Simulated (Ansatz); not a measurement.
The system is SnO.

```
Sn O
1.0
     3.81370    0.00000    0.00000
     0.00000    3.81370    0.00000
     0.00000    0.00000    4.88691
Sn O
2 2
Cartesian
  1.9068 0.0000 3.7367
  0.0000 1.9068 1.1503
  0.0000 0.0000 0.0000
  1.9068 1.9068 0.0000
```

The cell is a database's computed one.

Program: Ansatz 0.2.0. Alike in all runs: potentials or basis Ansatz PAW; no spin polarisation; cell as given.

Problem. Order these runs on this cell by their pressure, lowest first.
A. level HF; k mesh 4 × 4 × 3; cutoff (eV) 420; smearing fermi-dirac 0.05 eV; points for each segment of the path 4; mesh quality coarse
B. level LDA; k mesh 7 × 7 × 6; cutoff (eV) 420; smearing tetrahedron; mesh quality not flagged
C. level r2SCAN50; k mesh 4 × 4 × 3; cutoff (eV) 500; smearing fermi-dirac 0.05 eV; points for each segment of the path 4; mesh quality coarse
D. level PBE; k mesh 7 × 7 × 6; cutoff (eV) 420; smearing gaussian 0.016 eV; mesh quality not flagged

Solution. C (-5.5 GPa), B (-3.3 GPa), A (-0.8 GPa), D (3.6 GPa).

Caveats: some runs use coarse meshes; the PAW data sets come from PBE, with cores solved anew for the run's functional, which leaves a small shift of forces and pressure (some runs); the thresholds are loose for stress (some runs); with tetrahedron occupations forces and stress needn't match the slope of the energy (some runs).
